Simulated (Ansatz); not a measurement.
ScAl3:

```xyz
4
Lattice="4.0878 0.0000 0.0000 0.0000 4.0878 0.0000 0.0000 0.0000 4.0878" Properties=species:S:1:pos:R:3 pbc="T T T"
Sc    0.0000    0.0000    0.0000
Al    2.0439    2.0439    0.0000
Al    0.0000    2.0439    2.0439
Al    2.0439    0.0000    2.0439
```

The cell is a database's computed one.

```yaml
Program: Ansatz 0.2.0
Task: single point
Functional: PBEsol
Potentials_or_basis: Ansatz PAW
Cutoff: "420 eV (not typed: the program's choice for these potentials)"
k_mesh: 7 × 7 × 7
Occupations: fermi-dirac, width 0.05 eV
Spin: no spin polarisation
```

On this cell: pressure -1.1 GPa; largest force zero by symmetry; band gap on the k mesh none (metal or under the smearing width).

The same run follows on a disturbed copy (atoms moved at random, drawn with an rms of 0.05 Å):

```
Sc Al
1.0
     4.08781    0.00000    0.00000
     0.00000    4.08781    0.00000
     0.00000    0.00000    4.08781
Sc Al
1 3
Direct
  0.00430 0.99952 0.99338
  0.49763 0.49880 0.01184
  0.98723 0.50111 0.49913
  0.50018 0.00798 0.50181
```

**Question.** What changes?

**Answer.** The energy (extrapolated to zero smearing) moves by +5.5 meV/atom; pressure -1.0 GPa; largest force 0.410 eV/Å; band gap on the k mesh none (metal or under the smearing width).

Forces on the atoms (eV/Å):
```
Sc  -0.254  0.047  0.319
Al   0.037  0.086 -0.246
Al   0.246  0.025  0.000
Al  -0.029 -0.157 -0.073
```

Stress tensor (GPa, compression positive):
```
-0.96  0.07  0.08
 0.07 -1.00 -0.06
 0.08 -0.06 -0.98
```

Caveats: the PAW data sets come from PBE, with cores solved anew for the run's functional, which leaves a small shift of forces and pressure.
